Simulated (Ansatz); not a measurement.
# MoS2 monolayer (2H) under uniaxial strain along a, the zigzag direction, with the width clamped, part 3 of 3

Wanted: the shifts of the zone-centre modes of MoS2 monolayer (2H) with strain.

Ansatz 0.2.0; DFT PBEsol, scalar-relativistic, plane waves, PAW; PAW set soft_1.

So far, highest optical mode at the zone centre (no LO-TO term) (cm⁻¹): step 4 (modes at rest) 472; step 6 (strain 5 %) 460.

## (7) A member of the series: uniaxial strain of -3 % along a, the zigzag direction, with the width clamped

The cell takes a uniaxial strain of -3 % along a, the zigzag direction, with the width clamped. The cell is held, and the atoms relax in it.

Input file input.yaml:

```yaml
crystal:
  lattice:
    - [3.0463820623, 0.0, 0.0]
    - [-1.5231910312, 2.7198394387, 0.0]
    - [0.0, 0.0, 30.0]
  atoms:
    - { symbol: Mo, position: [0.3341314471, 0.6682628943, 0.3333333333] }
    - { symbol: S, position: [0.6662676098, 0.3325352195, 0.3856471154] }
    - { symbol: S, position: [0.6662676098, 0.3325352195, 0.2810195512] }
  periodic: [true, true, false]
kpoints:
  mp_grid: { grid: [12, 12, 1] }
hamiltonian:
  xc: pbesol
  pseudopotentials: { kind: paw, azcp: { folder: soft_1 }, xc_functional: pbe }
scf:
  occupations: { method: fixed }
output:
  forces: true
  stress: true
  eigenvalues: true
relax:
  adjacent_minimum: "off"
  f_tol: 0.001
  max_steps: 60
```

On the command line:

```bash
$ ansatz run input.yaml --threads 4 --pin off --max-ram 16384MiB --backend cpu --events-out ev --progress --plain --runs-dir out
```

Numbers of over 12 decimals in the logs are rounded to 6 here.

The log of the run:

```text
[...]
Crystal: 3 atoms, lattice volume = 248.570 Å³
Basis set: ecut = 420 eV, 4821 PW (Γ), exchange–correlation on 48×48×432 points (8 copies of the dense FFT grid, shifted against one another)
Bands: 17, of which v1, the nominal top of the filled ones, is band 13 counted from 1 (12 counted from 0)
Symmetry: 4 space group operations
[...]
--- Relaxed structure (4 steps of the walk, 4 accepted, 0 SCFs on fresh bases) ---
  F+E_penalty+E_count = -6670.13751042 eV   max|allowed force component| = 1.024e-5 eV/Å
  cell:  # Å, volume = 248.5701 Å³
    - [3.0463820623, 2.8001477605181098e-11, 0.0]
    - [-1.523191031175, 2.719839, 0.0]
    - [0.0, 0.0, 30.0]
  atoms:
    - { symbol: Mo, position: [0.334530, 0.669060, 0.333333] }
    - { symbol: S, position: [0.666068, 0.332137, 0.385832] }
    - { symbol: S, position: [0.666068, 0.332137, 0.280834] }
[key lines of the parts left out:]
SCF converged after 5 iterations
Free energy (F): -6670.137510 eV
Fermi energy:    -5.891132 eV
P = ½ c Tr σ = 2.8778 N/m
```

It took 14 s on 4 threads of Intel Xeon Platinum 8488C (Sapphire Rapids), shared host; peak memory 0.65 GiB.

Relaxation path:

```
step  energy less that of the first step (eV)  largest force component (eV/Å)
   1                                   0.0000                          0.1118
   2                                  -0.0007                          0.0348
   3                                  -0.0007                          0.0024
   4                                  -0.0007                          0.0000
```

Forces are held to the 4 operations that the run works with; a distortion that breaks them can't arise in this run.

Final coordinates:

```xyz
3
Lattice="3.0464 0.0000 0.0000 -1.5232 2.7198 0.0000 0.0000 0.0000 30.0000" Properties=species:S:1:pos:R:3
Mo    0.0000    1.8197   10.0000
S     1.5232    0.9034   11.5750
S     1.5232    0.9034    8.4250
```

This step gave:

| Property | Result |
| --- | --- |
| gap on the k-mesh | 1.847 eV |
| area per atom | 2.762 Å² |

The largest force component left is 0.011 meV/Å.

## (8) Zone-centre modes of the member: uniaxial strain of -3 % along a, the zigzag direction, with the width clamped

The zone-centre modes follow for uniaxial strain of -3 % along a, the zigzag direction, with the width clamped.

input.yaml, the sections that differ from step 7:

```yaml
crystal:
  lattice:
    - [3.0463820623, 0.0, 0.0]
    - [-1.5231910312, 2.7198394387, 0.0]
    - [0.0, 0.0, 30.0]
  atoms:
    - { symbol: Mo, position: [0.3345300928, 0.6690601857, 0.3333333333] }
    - { symbol: S, position: [0.6660682869, 0.3321365738, 0.3858323734] }
    - { symbol: S, position: [0.6660682869, 0.3321365738, 0.2808342933] }
  periodic: [true, true, false]
output:
  eigenvalues: true
phonons:
  method: dfpt
# kpoints, hamiltonian, scf: as in step 7
# relax: removed
```

The log of the run:

```text
[...]
Crystal: 3 atoms, lattice volume = 248.570 Å³
Basis set: ecut = 420 eV, 4821 PW (Γ), exchange–correlation on 48×48×432 points (8 copies of the dense FFT grid, shifted against one another)
Bands: 17, of which v1, the nominal top of the filled ones, is band 13 counted from 1 (12 counted from 0)
Symmetry: 4 space group operations
k-points: 43 of 144 (irreducible under 2 space group operations, time reversal used)
[...]
k-point 2: bands = [... 9 lower, -7.7993, -7.6919, -7.0708, -6.4252, -3.6872, -3.1389, -2.9186, -2.1984]
  k-point 42: bands = [... 9 lower, -9.3960, -8.8660, -7.5926, -6.4947, -3.5986, -2.8409, -2.5190, -1.0207]
[...]
ASR residual: 1.402e-4 → 0.000e0 eV/Å²; symmetrization residual: 2.434e-6 eV/Å²
  ASR residual per site (eV/Å²): 1.40e-4 9.04e-5 9.04e-5
  Γ frequencies (cm⁻¹): 0.00 0.00 0.00 286.69 291.06 387.47 395.91 410.15 478.14
[...]
[key lines of the parts left out:]
SCF converged after 11 iterations
Free energy (F): -6670.137510 eV
Fermi energy:    -5.891149 eV
```

It took 27 s on 4 threads; peak memory 1.1 GiB; 1.7 min of CPU time.

This step gave:

- sum-rule residual before enforcement: 1.40e-4 eV/Å²
- highest optical mode at the zone centre (no LO-TO term): 478.1 cm⁻¹
- lowest optical zone-centre mode: 286.7 cm⁻¹

Without the LO-TO term. Patterns of degenerate modes are one choice out of their space. The modes at Γ (shares of kinetic energy by element, %):

```
mode  frequency (cm⁻¹)  symmetry  Mo %  S %
   1               0.0  acoustic    60   40
   2               0.0  acoustic    60   40
   3               0.0  acoustic    60   40
   4             286.7        B1     0  100
   5             291.1        A2     0  100
   6             387.5        A1    37   63
   7             395.9        B2    40   60
   8             410.1        A1     3   97
   9             478.1        B1    40   60
```

The lowest optical mode is real, 287 cm⁻¹, and the highest lies at 478.1 cm⁻¹.

## (9) All members side by side

The members are set side by side, also those not shown above.

Energies are extrapolated to zero smearing, and E0 is that at rest; the cell is clamped and the atoms are relaxed. State of the crystal along the series:

```
strain (%)  E - E0 (meV/atom)  gap on mesh (eV)
        -3              12.26             1.847
        -2              5.298             1.886
        -1              1.288             1.868
         0                  0             1.806
         1              1.221             1.746
         2              4.762             1.628
         3              10.44             1.509
         4               18.1             1.394
         5              27.58             1.283
```

Optical modes are counted from below at rest and tracked from member to member by their patterns, and modes that stay within 0.3 cm⁻¹ of each other stand once; labels, where given, are those at rest, then, where named, those of the strained cell; the cell is clamped and the atoms are relaxed. Optical modes along the series:

```
strain (%)  optical mode 1 E'' to A2 single part (cm⁻¹)  optical mode 2 E'' single part (cm⁻¹)  optical mode 3 E' single part (cm⁻¹)  optical mode 4 E' to A1 single part (cm⁻¹)  optical mode 5 A1' to A1 (cm⁻¹)  optical mode 6 A2'' (cm⁻¹)
        -3                                        291.1                                  286.7                                 395.9                                       387.5                            410.1                       478.1
        -2                                        289.4                                  286.6                                   393                                       387.6                            408.8                       476.3
        -1                                        287.6                                  286.2                                 389.9                                       387.3                            407.6                       474.3
         0                                        285.7                                  285.7                                 386.5                                       386.5                            406.7                       472.2
         1                                        283.8                                  285.1                                   383                                       385.3                            406.1                         470
         2                                        281.8                                  284.2                                 379.3                                       383.6                            405.8                       467.7
         3                                        279.7                                  283.1                                 375.4                                       381.6                            405.8                       465.3
         4                                        277.5                                  281.9                                 371.3                                       379.2                            405.9                       462.7
         5                                        275.3                                  280.5                                 367.1                                       376.6                            406.1                       460.1
```

Value and slope at zero strain of a cubic (a lower polynomial where under five rows exist) through the rows within 2 % of rest. Slopes at rest:

```
                                mode  frequency (cm⁻¹)  shift per percent of strain (cm⁻¹)
optical mode 1 E'' to A2 single part             285.7                               -1.91
      optical mode 2 E'' single part             285.7                               -0.58
       optical mode 3 E' single part             386.5                               -3.44
 optical mode 4 E' to A1 single part             386.5                               -0.99
            optical mode 5 A1' to A1             406.7                               -0.72
                 optical mode 6 A2''             472.2                               -2.15
```

## (10) Summary of results

| Property | Result |
| --- | --- |
| members | 9 |
| highest optical mode at the zone centre (no LO-TO term), at rest | 472.2 cm⁻¹ |
| optical mode 3 E' single part, shift per percent | -3.44 cm⁻¹ |
| optical mode 4 E' to A1 single part, shift per percent | -0.99 cm⁻¹ |
| optical mode 5 A1' to A1, shift per percent | -0.72 cm⁻¹ |
| optical mode 6 A2'', shift per percent | -2.15 cm⁻¹ |

**Reading.** The strain lowers the symmetry: the level at 386.5 cm⁻¹ splits, into 367.1 and 376.6 cm⁻¹ at +5 %. Within 2 % of rest optical mode 2 E'' single part, optical mode 4 E' to A1 single part and optical mode 5 A1' to A1 bend away from a straight line, so a single slope holds only near rest. The fastest shift in the table of slopes is -3.4 cm⁻¹ for each percent (optical mode 3 E' single part). The width is clamped, so the contraction across the strain that a free sheet shows is left out. These are harmonic frequencies at zero temperature: anharmonic shifts, linewidths and thermal expansion are left out. The starting cell was built on a prototype and not taken from a measurement. The PAW files were made for PBE; the program adapts parts of them to the functional of the run, but their partial waves stay those of PBE, an approximation that was not tested in this session. Only the zone centre was solved, so an instability at another wavevector cannot show here. In a sheet the LO-TO splitting vanishes at the zone centre, so no such term is missing here.

[Logs are printed without paths, hosts, clocks, repeated set-up lines and the standing remarks that a program may print on its own settings, such as how far it seeks lower states.]

[Hosts, paths, dates, database ids (printed as entryN), source tags and the programs' standing remarks are cut or masked in the printed files.]
